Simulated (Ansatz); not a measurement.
## NaF (Villiaumite, Fm-3m): the cell at rest

Wanted: the relaxed cell of NaF (Villiaumite, Fm-3m).

Main program and level: Ansatz 0.2.0; DFT PBEsol, scalar-relativistic, plane waves, PAW.

### Step 1. Set-up

It takes space group Fm-3m (No. 225, cubic). Conventional cell: a = 4.640 Å, b = 4.640 Å, c = 4.640 Å, α = 90.00°, β = 90.00°, γ = 90.00°. Nearest to Na lie 6 F at 2.32 Å. Nearest to F lie 6 Na at 2.32 Å. Farther neighbours and most contacts between anions are not listed.

Coordinates:

```cif
data_structure
_symmetry_space_group_name_H-M 'Fm-3m'
_symmetry_Int_Tables_number 225
_cell_length_a 4.6400
_cell_length_b 4.6400
_cell_length_c 4.6400
_cell_angle_alpha 90.000
_cell_angle_beta 90.000
_cell_angle_gamma 90.000
_cell_volume 99.90
loop_
_atom_site_label
_atom_site_type_symbol
_atom_site_symmetry_multiplicity
_atom_site_Wyckoff_symbol
_atom_site_fract_x
_atom_site_fract_y
_atom_site_fract_z
_atom_site_occupancy
Na1 Na 4 a 0.00000 0.00000 0.00000 1
F1 F 4 b 0.50000 0.00000 0.00000 1
```

### Step 2. Probe on a coarse mesh

A quick single point on a coarse mesh tells whether the cell has a gap and how far it is from rest, which sets the k mesh and smearing that follow.

Input file input.yaml:

```yaml
crystal:
  lattice:
    - [0.0, 2.32, 2.32]
    - [2.32, 0.0, 2.32]
    - [2.32, 2.32, 0.0]
  atoms:
    - { symbol: Na, position: [0.0, 0.0, 0.0] }
    - { symbol: F, position: [0.5, 0.5, 0.5] }
kpoints:
  mp_grid: { grid: [6, 6, 6] }
hamiltonian:
  xc: pbesol
scf:
  occupations: { method: gaussian, width: 0.1 }
output:
  forces: true
  stress: true
  eigenvalues: true
```

Started as:

```
ansatz run input.yaml --threads 4 --pin off --max-ram 7168MiB --backend cpu --events-out ev --progress --plain --runs-dir out
```

Numbers of over 12 decimals in the logs are rounded to 6 here.

Log:

```text
Engine: ansatz 0.2.0, aarch64-unknown-linux-gnu
Pseudopotentials: kind: paw
Pseudopotential: Na, paw, valence charge 9, recommended cutoff 420 eV (normal), Na.paw.azcp
Pseudopotential: F, paw, valence charge 7, recommended cutoff 420 eV (normal), F.paw.azcp
Functional definition: PBEsol
  exchange = pbesol_x
  correlation = pbesol_c
Crystal: 2 atoms, lattice volume = 24.974 Å³
[...]
--- Band table (eV; the first three rows and the last of 16) ---
  k-point 0: bands = [... 4 lower, -17.8846, 0.8984, 0.8984, 0.8984, 7.0601, 19.7041, 19.7041, 19.7041]
  k-point 1: bands = [... 4 lower, -17.5750, 0.4075, 0.8338, 0.8338, 7.9882, 17.1931, 20.1061, 20.1061]
  k-point 2: bands = [... 4 lower, -17.2533, -0.3726, 0.7066, 0.7066, 9.9622, 14.6948, 20.7377, 20.7377]
  k-point 15: bands = [... 4 lower, -17.4995, -0.1956, 0.2434, 0.3652, 13.8819, 13.9465, 15.3895, 18.4807]
[key lines of the parts left out:]
SCF converged after 6 iterations
Free energy (F): -2278.922169 eV
Fermi energy:    3.980171 eV
P = ⅓ Tr σ = -0.3382 GPa (-3.382 kbar)
```

The job ended after 0.84 s (4 threads of Arm Neoverse V1, shared host; peak memory 0.24 GiB).

A gap read on the k-mesh alone can miss the band edges.

Numbers from this step:

- pressure: -0.3382 GPa
- gap on the k-mesh: 6.162 eV
- volume per atom: 12.49 Å³
- direct gap on mesh: 6.162 eV

The coarse mesh shows a gap of 6.16 eV and a pressure of -0.3 GPa.

### Step 3. Relaxation

Harmonic phonons are second derivatives at a point where the forces vanish, and they are wanted at zero stress, so atoms and cell are relaxed first.

input.yaml, the sections that differ from step 2:

```yaml
kpoints:
  mp_grid: { grid: [8, 8, 8] }
scf:
  occupations: { method: gaussian, width: 0.02 }
relax:
  adjacent_minimum: "off"
  f_tol: 0.005
  max_steps: 80
  cell: { stress_tol: 0.05 }
# crystal, hamiltonian, output: as in step 2
```

Log:

```text
[...]
Crystal: 2 atoms, lattice volume = 24.974 Å³
Basis set: ecut = 420 eV, 531 PW (Γ), exchange–correlation on 48×48×48 points (8 copies of the dense FFT grid, shifted against one another)
Bands: 12, of which v1, the nominal top of the filled ones, is band 8 counted from 1 (7 counted from 0)
Symmetry: 48 space group operations
[...]
k-points: 29 of 512
[...]
SCF iter   1: F=—  HF=-2278.929262 eV  |F-HF|=—  |Δ(HF+E_count)|=         —  Δρ=1.15e-2  dr2=2.02e-2  ethr=1.77e-3  ⟨swp⟩=5.9  Hψ=1940  notcnv=0
[...]
SCF iter   6: F=-2278.921976 eV  HF=-2278.921976 eV  |F-HF|=5.32e-9  |Δ(HF+E_count)|=   8.33e-8  Δρ=7.00e-6  dr2=8.23e-9  ethr=6.25e-10  ⟨swp⟩=3.0  Hψ=1215  notcnv=0
SCF 1 converged in 6 iterations: F = -2278.921976 eV  dr2 = 8.23e-9
[...]
relax step   1: F+E_penalty+E_count = -2278.92197618 eV  Δ(F+E_penalty+E_count) = +0.000e0 eV  max|allowed force component| = 2.247e-29 eV/Å  Δτ_max = 0.0000 Å  P = -0.340 GPa  Ω = 24.974 Å³  (6 SCF iters, dr2 threshold 1.00e-7 eV, accepted)
Crystal: 2 atoms, lattice volume = 24.913 Å³
[...]
iter 1 solved again at ethr=7.63e-8 eV; its pass at ethr=3.10e-3 eV (dr2=1.22e-5 eV) is discarded
[...]
SCF iter   4: F=-2278.922280 eV  HF=-2278.922280 eV  |F-HF|=4.65e-9  |Δ(HF+E_count)|=   7.84e-8  Δρ=1.61e-5  dr2=3.38e-8  ethr=1.25e-9  ⟨swp⟩=5.0  Hψ=1554  notcnv=0
SCF 2 converged in 4 iterations: F = -2278.922280 eV  dr2 = 3.38e-8
relax step   2: F+E_penalty+E_count = -2278.92227979 eV  Δ(F+E_penalty+E_count) = -3.036e-4 eV  max|allowed force component| = 6.163e-30 eV/Å  Δτ_max = 0.0000 Å  P = -0.208 GPa  Ω = 24.913 Å³  energy of the carried Pulay correction = +1.983e-4 eV  (4 SCF iters, dr2 threshold 2.00e-7 eV, accepted)
Crystal: 2 atoms, lattice volume = 24.816 Å³
[...]
SCF iter   4: F=-2278.922653 eV  HF=-2278.922653 eV  |F-HF|=1.27e-8  |Δ(HF+E_count)|=   1.59e-7  Δρ=2.77e-5  dr2=1.06e-7  ethr=6.77e-10  ⟨swp⟩=3.0  Hψ=1270  notcnv=0
SCF 3 converged in 4 iterations: F = -2278.922653 eV  dr2 = 1.06e-7
relax step   3: F+E_penalty+E_count = -2278.92265322 eV  Δ(F+E_penalty+E_count) = -3.734e-4 eV  max|allowed force component| = 1.136e-29 eV/Å  Δτ_max = 0.0000 Å  P = +0.002 GPa  Ω = 24.816 Å³  energy of the carried Pulay correction = +5.099e-4 eV  (4 SCF iters, dr2 threshold 1.08e-7 eV, accepted)
[...]
SCF iter   1: F=—  HF=-2278.922366 eV  |F-HF|=—  |Δ(HF+E_count)|=         —  Δρ=2.75e-5  dr2=8.76e-8  ethr=4.06e-7  ⟨swp⟩=2.7  Hψ=2813  notcnv=0
eigensolver tolerance schedule: the retry pair's looser diagonalisation over-reported the residual by 741.77 of it (diagonalisation noise at 0.11 of the residual, at the tolerance the schedule requests for it); recorded, not acted on — ethr = c·dr2/N_el stays at c = 1.0e-1
[...]
SCF iter   2: F=—  HF=-2278.922375 eV  |F-HF|=—  |Δ(HF+E_count)|=   9.37e-6  Δρ=1.47e-5  dr2=2.52e-8  ethr=5.47e-10  ⟨swp⟩=2.0  Hψ=580  notcnv=0
[...]
SCF iter   6: F=-2278.922375 eV  HF=-2278.922375 eV  |F-HF|=1.41e-11  |Δ(HF+E_count)|=  2.14e-11  Δρ=3.77e-7  dr2=1.82e-11  ethr=1.00e-12  ⟨swp⟩=3.7  Hψ=1475  notcnv=0
SCF 4 converged in 6 iterations: F = -2278.922375 eV  dr2 = 1.82e-11
relax step   4: F+E_penalty+E_count = -2278.92237499 eV  Δ(F+E_penalty+E_count) = +2.782e-4 eV  max|allowed force component| = 6.344e-30 eV/Å  Δτ_max = 0.0000 Å  P = -0.036 GPa  Ω = 24.816 Å³  stress off target by 3.60e-2 GPa  SCF on the basis re-selected at this cell (its energy is not comparable with the rows above)  (6 SCF iters)
basis re-selected at this cell: Δ(F+E_penalty+E_count) = +2.782e-4 eV, ΔP = -0.038 GPa vs the last step (what re-selecting the basis moved, of the pressure what is left beyond the Pulay correction that the steps carried, after the strain that the cell walked since its last selection, with what the two solves' SCF thresholds leave and, on support functions, any second-order correction that the steps lacked; it is no m [...]
SCF converged after 6 iterations
Free energy (F): -2278.922375 eV
[...]
Internal energy: -2278.922375 eV  (E = F + TS)
E sigma→0 (E₀):  -2278.922375 eV
Fermi energy:    4.042256 eV
[...]
--- Stress (GPa, compression-positive) ---
       -0.036043      -0.000000       0.000000
       -0.000000      -0.036043      -0.000000
       -0.000000      -0.000000      -0.036043
  P = ⅓ Tr σ = -0.0360 GPa (-0.360 kbar)
--- Band table (eV; the first three rows and the last of 29) ---
  k-point 0: bands = [... 4 lower, -17.8193, 0.9449, 0.9449, 0.9449, 7.1396, 19.7947, 19.7947, 19.7947]
  k-point 1: bands = [... 4 lower, -17.6106, 0.6434, 0.9065, 0.9065, 7.6894, 18.0231, 20.0355, 20.0355]
  k-point 2: bands = [... 4 lower, -17.3360, 0.0320, 0.8148, 0.8148, 9.0091, 15.9338, 20.5707, 20.5707]
  k-point 28: bands = [... 4 lower, -17.3737, 0.0550, 0.0550, 0.3650, 14.0004, 14.0004, 16.1243, 17.7526]
--- Relaxed structure (3 steps of the walk, 3 accepted, 1 SCFs on fresh bases) ---
  F+E_penalty+E_count = -2278.92237499 eV   max|allowed force component| = 6.344e-30 eV/Å   (the final SCF, on the basis selected at the relaxed cell)
  cell:  # Å, volume = 24.8165 Å³
    - [0, 2.315101, 2.315101]
    - [2.315101, 0, 2.315101]
    - [2.315101, 2.315101, 0]
  atoms:
    - { symbol: Na, position: [0, 0, 0] }
    - { symbol: F, position: [0.5, 0.5, 0.5] }
```

Elapsed: 1.2 s, on 4 threads; peak memory 0.27 GiB.

The steps of the relaxation:

```csv
step,energy less that of the first step (eV),largest force component (eV/Å),pressure (GPa),volume (Å³)
1,0.0000,0.0000,-0.34,24.97
2,-0.0003,0.0000,-0.21,24.91
3,-0.0007,0.0000,0.00,24.82
4*,-0.0004,0.0000,-0.04,24.82
```

Relaxation steps marked * repeat the geometry before them on a plane-wave basis chosen anew for their cell, so energy and pressure can jump there.

The run keeps the 48 symmetry operations that it works with, so distortions that break them were not tested.

```csv
"conventional cell, symmetrised",before,after,change
a (Å),4.640,4.630,-0.2 %
b (Å),4.640,4.630,-0.2 %
c (Å),4.640,4.630,-0.2 %
volume (Å³/atom),12.49,12.41,-0.6 %
```

The relaxed structure:

```cif
data_structure
_symmetry_space_group_name_H-M 'P 1'
_symmetry_Int_Tables_number 1
_cell_length_a 3.2740
_cell_length_b 3.2740
_cell_length_c 3.2740
_cell_angle_alpha 60.000
_cell_angle_beta 60.000
_cell_angle_gamma 60.000
_cell_volume 24.82
loop_
_atom_site_label
_atom_site_type_symbol
_atom_site_fract_x
_atom_site_fract_y
_atom_site_fract_z
_atom_site_occupancy
Na1 Na 0.00000 0.00000 0.00000 1
F2 F 0.50000 0.50000 0.50000 1
```

Numbers from this step:

```
pressure           : -0.03604 GPa
gap on the k-mesh  : 6.195 eV
volume per atom    : 12.41 Å³
direct gap on mesh : 6.195 eV
```

In this step the volume went from 12.49 to 12.41 Å³/atom.

### Step 4. Relaxing to small forces for the phonons

Phonons need a cell at rest on their own settings, so the relaxation is repeated with tight tolerances on forces and stress, using the mesh and the filling of the phonon run that follows.

input.yaml, the sections that differ from step 3:

```yaml
crystal:
  lattice:
    - [0.0, 2.3151008986, 2.3151008986]
    - [2.3151008986, 0.0, 2.3151008986]
    - [2.3151008986, 2.3151008986, 0.0]
  atoms:
    - { symbol: Na, position: [0.0, 0.0, 0.0] }
    - { symbol: F, position: [0.5, 0.5, 0.5] }
scf:
  occupations: { method: fixed }
relax:
  adjacent_minimum: "off"
  f_tol: 0.001
  max_steps: 60
  cell: { stress_tol: 0.01 }
# kpoints, hamiltonian, output: as in step 3
```

Log:

```text
[...]
Crystal: 2 atoms, lattice volume = 24.816 Å³
Basis set: ecut = 420 eV, 531 PW (Γ), exchange–correlation on 48×48×48 points (8 copies of the dense FFT grid, shifted against one another)
Bands: 12, of which v1, the nominal top of the filled ones, is band 8 counted from 1 (7 counted from 0)
[... 1 set-up line as in the run before ...]
[...]
k-points: 29 of 512
[...]
k-point 28: bands = [... 4 lower, -17.3675, 0.0591, 0.0591, 0.3693, 14.0096, 14.0096, 16.1365, 17.7651]
--- Relaxed structure (3 steps of the walk, 3 accepted, 1 SCFs on fresh bases) ---
[...]
cell:  # Å, volume = 24.8001 Å³
    - [0, 2.314591, 2.314591]
    - [2.314591, 0, 2.314591]
    - [2.314591, 2.314591, 0]
  atoms:
    - { symbol: Na, position: [0, 0, 0] }
    - { symbol: F, position: [0.5, 0.5, 0.5] }
[key lines of the parts left out:]
SCF converged after 8 iterations
Free energy (F): -2278.922428 eV
Fermi energy:    0.949743 eV
P = ⅓ Tr σ = -0.0036 GPa (-0.036 kbar)
```

Run time: 1.2 s. Hardware: 4 threads; peak memory 0.27 GiB.

Little changed from the start: no atom moved by 0.005 Å and no cell edge by 0.1 %.

This step gave:

```yaml
pressure: -0.003593 GPa
gap_on_the_k_mesh: 6.198 eV
volume_per_atom: 12.40 Å³
direct_gap_on_mesh: 6.198 eV
```

The forces vanish by symmetry and the pressure is -0.004 GPa, within the tolerances set. The cell now holds 12.40 Å³/atom.

### Step 5. Results

| Property | Result |
| --- | --- |
| space group after relaxation (within 0.01 Å) | Fm-3m |
| lattice constant a | 4.629 Å |
| lattice constant b | 4.629 Å |
| lattice constant c | 4.629 Å |
| volume per atom | 12.4 Å³ |
| gap on the k-mesh | 6.20 eV |

In words: The forces vanish by symmetry and the pressure is -0.004 GPa, within the tolerances set. The cell now holds 12.40 Å³/atom. The relaxation keeps the symmetry of its start, so it says nothing on stability against lower symmetry.

[Logs are printed without paths, hosts, clocks, repeated set-up lines and the standing remarks that a program may print on its own settings, such as how far it seeks lower states.]

[Hosts, paths, dates, database ids (printed as entryN), source tags and the programs' standing remarks are cut or masked in the printed files.]
